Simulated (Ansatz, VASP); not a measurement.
# P in VASP and in Ansatz

File INCAR:

```
SYSTEM = P
ALGO     = Normal         ! electronic algorithm
EDIFF    = 1E-6           ! SCF threshold, eV
EDIFFG   = -0.04          ! ionic threshold
ENCUT    = 600            ! plane-wave cutoff, eV
GGA      = PE             ! functional
IBRION   = 2              ! ionic algorithm
ISIF     = 3              ! what is computed and relaxed
ISMEAR   = 0              ! smearing method
LASPH    = .True.         ! aspherical terms in the spheres
LCHARG   = .False.        ! write CHGCAR
LREAL    = .False.        ! projectors in reciprocal space
LWAVE    = .False.        ! write WAVECAR
NELM     = 100            ! most SCF steps
NSW      = 90             ! ionic steps
PREC     = Accurate       ! precision mode
SIGMA    = 0.1            ! smearing width, eV
```

KPOINTS

```
k-points
0
Gamma
  3 3 6
  0 0 0
```

The input POSCAR:

```
P
1.0
    6.4004597800      0.0000000000      0.0000000000
   -3.2002298900      5.5429607700      0.0000000000
    0.0000000000      0.0000000000      2.9169066000
P
8
Direct
    0.8099998000      0.1900002000      0.5000000000
    0.8099998000      0.6199996000      0.5000000000
    0.3800004000      0.1900002000      0.5000000000
    0.1900002000      0.8099998000      0.5000000000
    0.1900002000      0.3800004000      0.5000000000
    0.6199996000      0.8099998000      0.5000000000
    0.3333333300      0.6666666700      0.0000000000
    0.6666666700      0.3333333300      0.0000000000
```

Input for Ansatz:

```yaml
crystal:
  lattice:
    - [6.40045978, 0.0, 0.0]
    - [-3.20022989, 5.54296077, 0.0]
    - [0.0, 0.0, 2.9169066]
  atoms:
    - { symbol: P, position: [0.8099998, 0.1900002, 0.5] }
    - { symbol: P, position: [0.8099998, 0.6199996, 0.5] }
    - { symbol: P, position: [0.3800004, 0.1900002, 0.5] }
    - { symbol: P, position: [0.1900002, 0.8099998, 0.5] }
    - { symbol: P, position: [0.1900002, 0.3800004, 0.5] }
    - { symbol: P, position: [0.6199996, 0.8099998, 0.5] }
    - { symbol: P, position: [0.33333333, 0.66666667, 0.0] }
    - { symbol: P, position: [0.66666667, 0.33333333, 0.0] }
basis:
  ecutwfc: 420
kpoints:
  mp_grid: { grid: [3, 3, 6] }
hamiltonian:
  xc: pbe
scf:
  occupations: { method: gaussian, width: 0.1 }
  lower_state_search: "off"
output:
  forces: true
  stress: true
  eigenvalues: true
relax:
  adjacent_minimum: "off"
  f_tol: 0.04
  max_steps: 70
  cell: { stress_tol: 0.4 }
```

Alike in both runs: task relaxation of cell and atoms; functional PBE; k mesh 3 × 3 × 6; occupations gaussian, width 0.1 eV; no spin polarisation.

|  | VASP | Ansatz |
| --- | --- | --- |
| version | VASP 6.6.1 | Ansatz 0.2.0 |
| potentials or method | VASP PAW PBE potentials, release 64 (P) | scalar-relativistic, plane waves, PAW |
| plane-wave cutoff (eV) | 600 | 420 |
| valence electrons in the cell | 40 | 40 |

VASP gave:

* gap on the k mesh at the Fermi level, each at its own relaxed structure (eV): none
* relaxed volume (Å³/atom): 18.58
* relaxed cell length with the largest relative difference (Å): 3.785
* energy change over the relaxation (meV/atom): -639

Q: Which values does Ansatz return?

A: gap on the k mesh at the Fermi level, each at its own relaxed structure (eV): none; relaxed volume (Å³/atom): 18.58; relaxed cell length with the largest relative difference (Å): 3.787; energy change over the relaxation (meV/atom): -651.

A gap of «none» marks a metal or a gap that the smearing closes.

Caveats: the k mesh is coarse (spacing up to 0.38 Å⁻¹), so the values aren't converged; the volume moved by over 15 % at a fixed basis, so the end points are rough (VASP).
